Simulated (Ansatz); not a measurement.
**Al under changes of volume**

One of the cells (16.603 Å³/atom); the others are scaled copies at fixed shape and fractional positions:

```
Al
1.0
     0.00000    2.02481    2.02481
     2.02481    0.00000    2.02481
     2.02481    2.02481    0.00000
Al
1
Direct
  0.00000 0.00000 0.00000
```

```yaml
Program: Ansatz 0.2.0
Functional: HSE06
Potentials_or_basis: Ansatz PAW
Cutoff: "420 eV (not typed: the program's choice for these potentials)"
k_mesh: 6 × 6 × 6
Occupations: fermi-dirac, width 0.05 eV
Spin: no spin polarisation
```

| volume (Å³/atom) | energy over the lowest point (meV/atom) | pressure (GPa) |
| --- | --- | --- |
| 15.607 | ? | ? |
| 15.939 | 3.11 | 2.4 |
| 16.271 | 0.00 | 0.6 |
| 16.603 | 0.30 | -1.0 |
| 16.935 | 3.65 | -2.4 |
| 17.267 | 9.86 | -3.7 |
| 17.599 | 18.70 | -4.9 |

Q: What does the run at 15.607 Å³/atom give?

A: Energy over the lowest point 9.85 meV/atom; pressure 4.3 GPa.

Worked out: A Birch-Murnaghan fit of order 3 (a polynomial in V^(-2/3)) to the other rows has its minimum at 16.41 Å³/atom with B0 = V·E''(V) = 77 GPa and B' = 3.1. It gives 9.86 meV/atom at 15.607 Å³/atom, against the run's 9.85, and -dE/dV = 4.2 GPa, against 4.3.

Energies are extrapolated to zero smearing.

Caveats: all runs use coarse meshes; the PAW data sets come from PBE, with cores solved anew for the run's functional, which leaves a small shift of forces and pressure; the thresholds are loose for stress.
